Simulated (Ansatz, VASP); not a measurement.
# Two plane-wave programs on V

File INCAR:

```
PREC = Accurate ; ENCUT = 600
EDIFF = 1E-6 ; ISMEAR = 0
SIGMA = 0.1 ; LREAL = F
LASPH = T ; NELM = 100
ALGO = Fast ; ISIF = 3
LWAVE = F ; LCHARG = F
GGA = PE ; IBRION = 2
NSW = 90 ; EDIFFG = -0.04
```

Contents of KPOINTS:

```
Automatic mesh
0
Gamma
  9 9 2
```

POSCAR

```
V
1.0
    2.7835422753      0.0000000000      0.0000000000
   -1.3917711376      2.4106183229      0.0000000000
    0.0000000000      0.0000000000      8.3180112827
V
4
Direct
    0.3333333333      0.6666666667      0.3810411061
    0.6666666667      0.3333333333      0.8810411061
    0.6666666667      0.3333333333      0.6189588939
    0.3333333333      0.6666666667      0.1189588939
```

Input for Ansatz:

```yaml
crystal:
  lattice:
    - [2.7835422753, 0.0, 0.0]
    - [-1.3917711376, 2.4106183229, 0.0]
    - [0.0, 0.0, 8.3180112827]
  atoms:
    - { symbol: V, position: [0.3333333333, 0.6666666667, 0.3810411061] }
    - { symbol: V, position: [0.6666666667, 0.3333333333, 0.8810411061] }
    - { symbol: V, position: [0.6666666667, 0.3333333333, 0.6189588939] }
    - { symbol: V, position: [0.3333333333, 0.6666666667, 0.1189588939] }
basis:
  ecutwfc: 420
kpoints:
  mp_grid: { grid: [9, 9, 2] }
hamiltonian:
  xc: pbe
scf:
  occupations: { method: gaussian, width: 0.1 }
  lower_state_search: "off"
output:
  forces: true
  stress: true
  eigenvalues: true
relax:
  adjacent_minimum: "off"
  f_tol: 0.04
  max_steps: 70
  cell: { stress_tol: 0.4 }
```

Alike in both runs: task relaxation of cell and atoms; functional PBE; k mesh 9 × 9 × 2; occupations gaussian, width 0.1 eV; no spin polarisation.

|  | VASP | Ansatz |
| --- | --- | --- |
| version | VASP 6.6.1 | Ansatz 0.2.0 |
| potentials or method | VASP PAW PBE potentials, release 64 (V_sv) | scalar-relativistic, plane waves, PAW |
| plane-wave cutoff (eV) | 600 | 420 |
| valence electrons in the cell | 52 | 52 |

Ansatz gave:

```
gap on the k mesh at the Fermi level, each at its own relaxed structure (eV) : none
relaxed volume (Å³/atom)                                                     : 13.97
relaxed cell length with the largest relative difference (Å)                 : 8.125
energy change over the relaxation (meV/atom)                                 : -10
```

**Question.** Estimate VASP's values.

**Answer.** gap on the k mesh at the Fermi level, each at its own relaxed structure (eV): none; relaxed volume (Å³/atom): 14.02; relaxed cell length with the largest relative difference (Å): 8.152; energy change over the relaxation (meV/atom): -8.

A gap of «none» marks a metal or a gap that the smearing closes.

Caveats: the k mesh is coarse (spacing up to 0.38 Å⁻¹), so the values aren't converged.
